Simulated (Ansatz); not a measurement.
Runs of Ansatz 0.2.0 on KF. It takes space group Pm-3m (No. 221, cubic). The conventional cell has a = 3.259 Å, b = 3.259 Å, c = 3.259 Å, α = 90.00°, β = 90.00°, γ = 90.00°. K (site symmetry m-3m) is surrounded by 8 F at 2.82 Å. F (site symmetry m-3m) has 8 K at 2.82 Å as nearest neighbours. The cell comes from a database or a generator and needn't be the stable form of this composition.

| task | level | potentials or basis | spin | cell | k mesh | cutoff (eV) | smearing | optics k mesh | broadening | basis error allowed | gap on the mesh (eV) | pressure (GPa) | moment (μB) |
| --- | --- | --- | --- | --- | --- | --- | --- | --- | --- | --- | --- | --- | --- |
| optical spectrum | revPBE-LDA | all-electron LAPW, inner shells corrected to Dirac's equation | off | as given | 8 × 8 × 8 | 202 | fixed | 12 × 12 × 12 | 0.2 eV | 0.0005 eV/atom | 6.86 | - | - |
| band structure | RPBE+D3(BJ) | all-electron LAPW, scalar-relativistic | non-collinear, random start | as given | 6 × 6 × 6 | 206 | fermi-dirac 0.1 eV | - | - | 0.0005 eV/atom | (a) | -9.6 | 0.00 |
| projected density of states | B88-PBE | all-electron PAW datasets made for the crystal | off | volume scaled by 1.15 | 8 × 8 × 8 | 260 | fixed | - | - | - | 5.59 | -2.5 | - |
| single point | PBE | all-electron LAPW, scalar-relativistic | off | as given | 6 × 6 × 6 | 171 | fermi-dirac 0.03 eV | - | - | 0.002 eV/atom | (b) | 0.0 | - |
| single point | PBEsol | all-electron PAW datasets made for the crystal | collinear, ferromagnetic start | as given | 8 × 8 × 8 | 300 | gaussian 0.1 eV | - | - | - | 6.11 | -2.5 | 0.00 |

Q: Estimate the missing entries.

A: (a) 6.57; (b) 6.27.

Caveats: the starting moments weren't kept (some runs); local fields are left out (some runs); spectra need much finer meshes, so this one isn't converged (some runs); independent-particle spectra lack excitons (some runs); the program warned that the printed levels may be off, so bands, gaps and densities of states are rough (some runs).

A k mesh can miss the band edges.

The runs don't all hold the same shells in valence.
